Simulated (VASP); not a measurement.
HfN:

```
Hf N
1.0
     3.13391    0.00000    0.00000
    -1.56695    2.71404    0.00000
     0.00000    0.00000    5.41677
Hf N
2 2
Cartesian
  1.5811 0.9067 4.0580
  0.0142 1.8114 1.3497
  0.0142 0.0020 5.4122
  1.5245 2.7080 2.7220
```

The cell comes from a database or a generator and needn't be the stable form of this composition.

The cell isn't the ideal one: atom 4 moved 0.06 Å.

| Property | Result |
| --- | --- |
| Program | VASP 6.6.1 |
| Task | relaxation of cell and atoms |
| Functional | LDA |
| Potentials or basis | VASP PAW LDA potentials, release 64 (Hf_pv, N) |
| Cutoff | 600 eV |
| k mesh | 10 × 10 × 5 |
| Occupations | gaussian, width 0.05 eV |
| Spin | no spin polarisation |

At the start: pressure -10.0 GPa; volume 11.52 Å³/atom.

Q: Where does the relaxation end?

A: Over 10 steps the energy falls by 18.6 meV/atom and the volume is 11.11 Å³/atom (-3.6 %); space group P6_3/mmc (No. 194, to 0.05 Å).

Step by step:
```tsv
step	energy change (eV)	largest force (eV/Å)	pressure (GPa)	volume (Å³)
1	0.0000	0.6684	-9.95	46.07
2	0.1374	0.2504	24.08	41.47
3	-0.0616	0.5673	0.58	44.36
4	-0.0616	0.5642	0.85	44.32
5	-0.0732	0.1202	0.33	44.37
6	-0.0736	0.1127	0.26	44.38
7	-0.0741	0.0303	-0.46	44.49
8	-0.0741	0.0350	-0.43	44.48
9	-0.0741	0.0278	0.42	44.36
10	-0.0743	0.0113	0.00	44.42
```

Final structure:
```
Hf N
1.0
     3.09754    0.00014   -0.00001
    -1.54865    2.68246    0.00006
    -0.00001    0.00011    5.34592
Hf N
2 2
Cartesian
  1.5487 0.8946 4.0093
  0.0002 1.7882 1.3365
  0.0003 0.0002 5.3457
  1.5485 2.6826 2.6734
```
